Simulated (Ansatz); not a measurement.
Crystal: PtS2.

```
Pt S
1.0
     3.54320    0.00000    0.00000
    -1.77160    3.06850    0.00000
     0.00000    0.00000    5.03880
Pt S
1 2
Direct
  0.00000 0.00000 0.00000
  0.66667 0.33333 0.77300
  0.33333 0.66667 0.22700
```

Base run:

| Quantity | Value |
| --- | --- |
| Program | Ansatz 0.2.0 |
| Functional | PBEsol |
| Potentials or basis | Ansatz PAW |
| Cutoff | 420 eV |
| Density cutoff | 1680 eV |
| k mesh | 9 × 9 × 5 |
| Occupations | fermi-dirac, width 0.05 eV |
| Spin | no spin polarisation |

Its results: band gap on the k mesh 0.95 eV, indirect (least direct gap 0.99 eV); pressure 6.4 GPa; largest force 0.952 eV/Å.

Task: After a change of settings the same cell gave: band gap on the k mesh 0.75 eV, indirect (least direct gap 0.89 eV); pressure 7.6 GPa; largest force 1.153 eV/Å. Which change was it?
A. functional from PBEsol to PBE
B. hubbard terms from none to Pt d U = 2 eV; hubbard projectors from none to ortho-atomic (the default)
C. hubbard terms from none to Pt d U = 8 eV; hubbard projectors from none to ortho-atomic (the default)
D. functional from PBEsol to LDA

Result: C.

Caveats: odd divisions of the mesh miss points on the zone boundary, where band edges often lie, so the gap on the mesh can be too wide; spin-orbit coupling is left out, which moves the levels of the heavy elements; the PAW data sets come from PBE, with cores solved anew for the run's functional, which leaves a small shift of forces and pressure; forces of over 1 eV/Å show positions far from the minimum, so gaps and moduli don't describe the material at rest (some runs).

Not every run made on this cell is shown here.
